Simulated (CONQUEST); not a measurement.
# SnO2 (Cassiterite) under changes of volume

One of the cells (11.922 Å³/atom); the others are scaled copies at fixed shape and fractional positions:

```
CELL_PARAMETERS angstrom
3.18650 0.00000 0.00000
0.00000 4.73800 0.00000
0.00000 0.00000 4.73800
ATOMIC_POSITIONS crystal
Sn 0.50000 0.50000 0.50000
Sn 0.00000 0.00000 0.00000
O 0.50000 0.19290 0.19290
O 0.00000 0.69290 0.30710
O 0.50000 0.80710 0.80710
O 0.00000 0.30710 0.69290
```

| Quantity | Value |
| --- | --- |
| Program | CONQUEST 1.3 |
| Functional | PBEsol |
| Potentials or basis | PseudoDojo NC PBEsol, DZP, grid of 36 × 60 × 60 points |
| k mesh | 8 × 6 × 6 |
| Occupations | fermi-dirac, width 0.05 eV |
| Spin | no spin polarisation |

| volume (Å³/atom) | energy over the lowest point (meV/atom) | pressure (GPa) | gap on the mesh (eV) | largest force (eV/Å) |
| --- | --- | --- | --- | --- |
| 11.207 | ? | ? | ? | ? |
| 11.445 | 71.44 | 22.1 | 1.42 | 0.395 |
| 11.684 | 42.74 | 16.7 | 1.17 | 0.300 |
| 11.922 | 22.08 | 11.3 | 0.94 | 0.200 |
| 12.161 | 8.62 | 7.0 | 0.71 | 0.137 |
| 12.399 | 1.36 | 2.8 | 0.50 | 0.047 |
| 12.637 | 0.00 | -1.0 | 0.30 | 0.038 |

Problem. What does the run at 11.207 Å³/atom give?

Solution. Energy over the lowest point 108.98 meV/atom; pressure 28.6 GPa; gap on the mesh 1.68 eV; largest force 0.499 eV/Å.

Worked out: A Birch-Murnaghan fit of order 3 (a polynomial in V^(-2/3)) to the other rows has its minimum at 12.58 Å³/atom with B0 = V·E''(V) = 186 GPa and B' = 4.8 at fixed shape and positions, which overstates the stiffness. It gives 108.90 meV/atom at 11.207 Å³/atom, against the run's 108.98, and -dE/dV = 28.4 GPa, against 28.6. A straight line through the other rows of the gap, of slope -11.3 eV per unit of ln V (its deformation potential), extrapolates to 1.65 eV, against the run's 1.68.

Energies are extrapolated to zero smearing.

Caveats: spin-orbit coupling is left out, which moves the levels of the heavy elements; the basis of atomic orbitals isn't converged, which shifts pressures, moduli and gaps.

A mesh can miss the band edges.
